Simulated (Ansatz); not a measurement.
System: SrO (rock salt type, first atom moved by 0.06 Å along [111]), 2 atoms in the cell.

Computed with HSE06, plane waves, PAW datasets (generated soft set 1) in Ansatz 0.2.0 development build.

Cutoff 280 eV; exchange singularity: Wigner-Seitz; k-mesh 4×4×4 Γ-centred; Fermi–Dirac smearing of 0.05 eV; no spin polarisation.

```
Sr O
1.0
     0.00000    2.60000    2.60000
     2.60000    0.00000    2.60000
     2.60000    2.60000    0.00000
Sr O
1 1
Cartesian
  0.0346 0.0346 0.0346
  2.6000 2.6000 2.6000
```

Q: Would the cell expand or shrink if it were free to relax?

A: The pressure is -2.75 GPa, so at these settings the cell is stretched and would shrink.

Q: Which atom feels the largest force? Give all forces.

A: Sr1 and O2, 0.118 eV/Å each.

```
atom  Fx (eV/Å)  Fy (eV/Å)  Fz (eV/Å)
 Sr1     -0.068     -0.068     -0.068
  O2      0.068      0.068      0.068
```

Q: Metal or insulator on this mesh?

A: Gapped, with 4.78 eV between the highest filled and lowest empty level on the mesh.

The stress includes the program's correction for the finite plane-wave basis, here a large one of 14.0 GPa.

The cutoff lies below the one recommended for these datasets. A gap read on the mesh is an upper bound of this method's gap, since the mesh can miss a band edge. Spin–orbit coupling is left out; with heavy elements it can shift the gap and split levels by tenths of an eV.
